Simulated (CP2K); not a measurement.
Sn:

```
Sn
1.0
     4.45495    0.00000    0.00000
    -3.30667    2.98538    0.00000
    -0.57414   -1.49269    4.15799
Sn
2
Direct
  0.00000 0.00000 0.00000
  0.75000 0.25000 0.50000
```

Base run:

* Program: CP2K 2026.2
* Functional: vdW-DF2
* Potentials or basis: POTENTIAL_UZH Sn GTH-PBE-q4; TZVP-MOLOPT-PBE-GTH basis
* Density cutoff: 9184 eV
* k mesh: 9 × 9 × 9
* Occupations: fermi-dirac, width 0.05 eV
* Spin: no spin polarisation

Its results: band gap on the k mesh none (metal or under the smearing width); pressure 7.1 GPa.

Question: The run is repeated on the same cell with these changes: functional from vdW-DF2 to PBE. What comes out?

Answer: Band gap on the k mesh none (metal or under the smearing width); pressure 2.4 GPa.

Caveats: spin-orbit coupling is left out, which moves the levels of the heavy elements; the basis of atomic orbitals isn't converged, which shifts pressures, moduli and gaps; the potentials were made for another functional, which shifts forces and pressure (some runs).
